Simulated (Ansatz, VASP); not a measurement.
## MgI2: VASP beside Ansatz

Contents of INCAR:

```
ALGO = Normal
EDIFF = 1E-7
ENCUT = 520
GGA = PE
ISIF = 2
ISMEAR = 0
LASPH = True
LCHARG = False
LREAL = False
LWAVE = False
NBANDS = 15
NELM = 80
PREC = Accurate
SIGMA = 0.05
```

Contents of KPOINTS:

```
k-points
0
Gamma
  6 6 4
```

POSCAR

```
MgI2
1.0
    4.0290891177      0.0000000000      0.0000000000
   -2.0145445589      3.4892935301      0.0000000000
    0.0000000000      0.0000000000      6.6561400000
Mg I
1 2
Direct
    0.0000000000      0.0000000000      0.0000000000
    0.3333333333      0.6666666667      0.7576300000
    0.6666666667      0.3333333333      0.2423700000
```

Input for Ansatz:

```yaml
crystal:
  lattice:
    - [4.0290891177, 0.0, 0.0]
    - [-2.0145445589, 3.4892935301, 0.0]
    - [0.0, 0.0, 6.65614]
  atoms:
    - { symbol: Mg, position: [0.0, 0.0, 0.0] }
    - { symbol: I, position: [0.3333333333, 0.6666666667, 0.75763] }
    - { symbol: I, position: [0.6666666667, 0.3333333333, 0.24237] }
basis:
  ecutwfc: 420
kpoints:
  mp_grid: { grid: [6, 6, 4] }
hamiltonian:
  xc: pbe
scf:
  occupations: { method: gaussian, width: 0.05 }
output:
  forces: true
  stress: true
  eigenvalues: true
```

Change from the starting cell: strain -0.030 along x and y, -0.030 along z, atoms carried along.

Alike in both runs: task single point; functional PBE; k mesh 6 × 6 × 4; occupations gaussian, width 0.05 eV; no spin polarisation.

|  | VASP | Ansatz |
| --- | --- | --- |
| version | VASP 6.6.1 | Ansatz 0.2.0 |
| potentials or method | VASP PAW PBE potentials, release 64 (Mg, I) | scalar-relativistic, plane waves, PAW |
| plane-wave cutoff (eV) | 520 | 420 |
| valence electrons in the cell | 16 | 44 |

VASP gave:

- gap on the k mesh at the Fermi level (eV): 3.54
- least direct gap on the mesh (eV): 4.09
- pressure (GPa): 4.9
- largest component of the traceless stress (GPa): 0.08
- rms of the force components (eV/Å): 0.249

Problem. What did Ansatz give for the same quantities?

Solution. gap on the k mesh at the Fermi level (eV): 3.56; least direct gap on the mesh (eV): 4.11; pressure (GPa): 4.9; largest component of the traceless stress (GPa): 0.07; rms of the force components (eV/Å): 0.253.

Atom by atom the forces differ by 0.004 eV/Å (rms over components). The two sets of potentials don't hold the same shells in valence.

Caveats: spin-orbit coupling is left out, which moves the levels of the heavy elements; this functional lacks dispersion, which binds the layers, so the pressure and a relaxed spacing across them are unreliable. A k mesh can miss the band edges.
